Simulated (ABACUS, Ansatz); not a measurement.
## Cost and result for the equilibrium volume of PbSe

**What was measured.** The equilibrium volume of PbSe (Clausthalite) (Fm-3m) is reported as 28.67 Å³/atom at 298 K (COD entry, doi:10.1107/S0108270187091509). The runs below try to reproduce it.

The structure is cubic, space group Fm-3m (No. 225). Conventional cell: a = 6.121 Å, b = 6.121 Å, c = 6.121 Å, α = 90.00°, β = 90.00°, γ = 90.00°. Pb (site symmetry m-3m) has 6 Se at 3.06 Å as nearest neighbours. Se (site symmetry m-3m) is surrounded by 6 Pb at 3.06 Å.

| rung | level | program and potentials | cutoff (eV) | k mesh | smearing | task | core time | chip | equilibrium volume (Å³/atom) | miss | notes |
| --- | --- | --- | --- | --- | --- | --- | --- | --- | --- | --- | --- |
| GGA | PBEsol | Ansatz, Ansatz PAW | 420 | 8 × 8 × 8 | fermi-dirac 0.05 | relaxation of cell and atoms | 5.4 s | Arm Neoverse V2 | 28.40 | -0.9 % | potentials made for PBE, which Ansatz adapts in part |
| GGA + dispersion | PBE+D4 | Ansatz, Ansatz PAW | 420 | 8 × 8 × 8 | fermi-dirac 0.05 | relaxation of cell and atoms | 6.6 s | Arm Neoverse V1 | 28.84 | +0.6 % | - |
| GGA + dispersion | PBE+D3(BJ) | Ansatz, Ansatz PAW | 420 | 8 × 8 × 8 | fermi-dirac 0.05 | relaxation of cell and atoms | 7.2 s | Arm Neoverse V1 | 28.84 | +0.6 % | - |
| GGA + dispersion | PBEsol+D4 | Ansatz, Ansatz PAW | 420 | 8 × 8 × 8 | fermi-dirac 0.05 | relaxation of cell and atoms | 7.9 s | Arm Neoverse V1 | 27.76 | -3.2 % | potentials made for PBE, which Ansatz adapts in part |
| GGA | BLYP | Ansatz, Ansatz PAW | 420 | 8 × 8 × 8 | fermi-dirac 0.05 | relaxation of cell and atoms | 8.8 s | Arm Neoverse V1 | 32.11 | +12.0 % | potentials made for PBE, which Ansatz adapts in part |
| GGA + dispersion | BLYP+D4 | Ansatz, Ansatz PAW | 420 | 8 × 8 × 8 | fermi-dirac 0.05 | relaxation of cell and atoms | 19 s | Arm Neoverse V1 | 31.71 | +10.6 % | potentials made for PBE, which Ansatz adapts in part |
| meta-GGA + dispersion | r2SCAN+D3(BJ) | Ansatz, Ansatz PAW | 500 | 8 × 8 × 8 | fermi-dirac 0.05 | relaxation of cell and atoms | 20 s | Arm Neoverse V1 | 28.94 | +0.9 % | potentials made for PBE, which Ansatz adapts in part |
| meta-GGA | r2SCAN | Ansatz, Ansatz PAW | 500 | 8 × 8 × 8 | fermi-dirac 0.05 | relaxation of cell and atoms | 21 s | Arm Neoverse V1 | 29.49 | +2.9 % | potentials made for PBE, which Ansatz adapts in part |
| LDA | LDA | Ansatz, JTH PAW LDA | 1800 | 8 × 8 × 8 | fermi-dirac 0.05 | equation of state | 69 s | Arm Neoverse V1 | 27.55 | -3.9 % | - |
| Hartree-Fock | HF | Ansatz, Ansatz PAW | 420 | 4 × 4 × 4 | fermi-dirac 0.05 | relaxation of cell and atoms | 1.8 min | Intel Xeon Platinum 8488C Sapphire Rapids | 32.87 | +14.6 % | coarse mesh; potentials made for PBE, which Ansatz adapts in part |
| hybrid | HSEsol | Ansatz, Ansatz PAW | 420 | 4 × 4 × 4 | fermi-dirac 0.05 | relaxation of cell and atoms | 2.2 min | Intel Xeon Platinum 8259CL Skylake/Cascade Lake | 28.35 | -1.1 % | coarse mesh; potentials made for PBE, which Ansatz adapts in part |
| GGA | PBE | ABACUS, PseudoDojo NC SR 0.4.1 PBE standard, plane waves | 1184 | 8 × 8 × 8 | fermi-dirac 0.05 | equation of state | 14 min | Intel Xeon Platinum 8259CL Skylake/Cascade Lake | 30.04 | +4.8 % | - |

Times are single runs on shared hosts and different chips, so they are rough; meshes, cutoffs and the tasks' sizes weigh on the time. All rows: no spin polarisation. Smearing widths are in eV. Meshes differ between rows, which moves values too. Meshes are those of the run's cell of 2 atoms unless a note names another. Relaxations start from the cell shown or near it and stop with a little pressure left. Misses use the values as printed. Runs on faulty files, with rough fits or with known faults for this quantity aren't shown. No row holds spin-orbit coupling.

By rung: LDA 27.55; GGA 28.40 to 32.11; GGA + dispersion 27.76 to 31.71; meta-GGA + dispersion 28.94; meta-GGA 29.49; hybrid on coarse meshes 28.35; Hartree-Fock on coarse meshes 32.87 (Å³/atom). Measured: 28.67 Å³/atom at 298 K (COD entry, doi:10.1107/S0108270187091509). Closest, coarse meshes and atomic bases left aside, is PBE+D4 (+0.6 %), and PBE misses by +4.8 % on plain settings. The runs are for a static lattice, while measurements hold temperature and zero-point motion.
